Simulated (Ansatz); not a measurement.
**InN: response to strain**

Consider InN in the zinc blende structure (space group F-43m, No. 216; a = 5.0494 Å). Axes: x, y, z lie along the cube axes.

Strains are applied to the cell and any free atomic positions relax; under biaxial strain the out-of-plane vector relaxes too; under stress the whole cell relaxes.

Method: plane-wave PAW DFT at the PBE level (Ansatz, an electronic-structure program, 420 eV), no SOC, earlier PAW set.

Candidates:
(a) biaxial strain +2.40 %, plane normal [110], relaxed out of plane
(b) uniaxial stress, 2 GPa compression along z
(c) uniaxial strain ε_zz = −0.99 %

Notes on the quantities. energy relative to the base: free energy F.

Task: Order them by energy relative to the base, highest first.

Result: (a) biaxial strain +2.40 %, plane normal [110], relaxed out of plane (+13 meV/atom), (b) uniaxial stress, 2 GPa compression along z (+3.0 meV/atom), (c) uniaxial strain ε_zz = −0.99 % (+0.8 meV/atom)

A biaxial case was relaxed in a doubled cell and then solved in the primitive one. Stability under load was not tested beyond the relaxation. The final runs are not spin-polarised. This is not the structure that InN has at room temperature and ambient pressure.
